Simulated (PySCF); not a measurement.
`O=C1C=CC(=O)O1`. Computed geometry: GFN2-xTB, gas phase.

```
atom  x, y, z in Å
O1    -2.2103   -1.0881   -0.2163
C2    -1.1119   -0.6379   -0.2804
C3    -0.6755    0.7688   -0.5153
C4     0.6536    0.7918   -0.5055
C5     1.1350   -0.5991   -0.2622
O6     2.2470   -1.0109   -0.1784
O7     0.0239   -1.3946   -0.1389
H8    -1.3813    1.5644   -0.6580
H9     1.3331    1.6115   -0.6390
```

Which two atoms are farthest apart?

O6···H8 and O1···H9, 4.475 Å.

Work out the bond lengths O1=C2, C2–O7, C4–C5, C5–O7 in pm.

For O1=C2 the difference vector is (1.0984, 0.4502, -0.0641) Å, of length 1.1888 Å. O1=C2 118.9; C2–O7 137.2; C4–C5 149.2; C5–O7 137.2 pm.

How far are the heavy atoms from their best plane (unweighted least squares)?

0.000 Å rms; none is more than 0.001 Å off.

Give the dihedral angles O7–C2–C3–C4, C3–C4–C5–O7, C3–C4–C5–O6, H9–C4–C5–O6.

O7–C2–C3–C4 0° (synperiplanar); C3–C4–C5–O7 0° (synperiplanar); C3–C4–C5–O6 180° (antiperiplanar); H9–C4–C5–O6 0° (synperiplanar). Dihedral signs follow IUPAC: positive where, seen along the central bond, the front bond turns clockwise onto the rear one.

How far apart are these pairs, which share no bond: O1···H8, C3···O6, C4···O6, C4···H8?

O1···H8 2.814 Å (3 bonds apart); C3···O6 3.438 Å (3 bonds apart); C4···O6 2.428 Å (2 bonds apart); C4···H8 2.182 Å (2 bonds apart).

Where is the centre of mass (commonest isotopes), and what is the radius of gyration?

Mass 98.000 u; centre at (0.010, -0.498, -0.292) Å; Rg = √(Σ m r²/M) = 1.680 Å. As Ia + Ib + Ic = 2 Σ m r², the three principal moments sum to 553.2 u·Å².

What are the angles C4–C3–H8, C2–C3–C4, C3–C4–H9, C3–C4–C5, C4–C5–O7, C2–O7–C5?

From the scalar product of the two bond vectors; for C4–C3–H8 it is -0.9212 Å² over 1.3293 × 1.0731 Å², cos θ = -0.6458. C4–C3–H8 130.2°; C2–C3–C4 107.9°; C3–C4–H9 130.2°; C3–C4–C5 107.9°; C4–C5–O7 107.1°; C2–O7–C5 110.0°.

Write the matrix of distances between heavy atoms (Å, lower triangle).

```
O1    0.000
C2    1.189  0.000
C3    2.428  1.491  0.000
C4    3.438  2.283  1.329  0.000
C5    3.381  2.247  2.283  1.492  0.000
O6    4.458  3.381  3.438  2.428  1.189  0.000
O7    2.256  1.372  2.305  2.305  1.372  2.256  0.000
```

Stationary, but not proved a minimum.
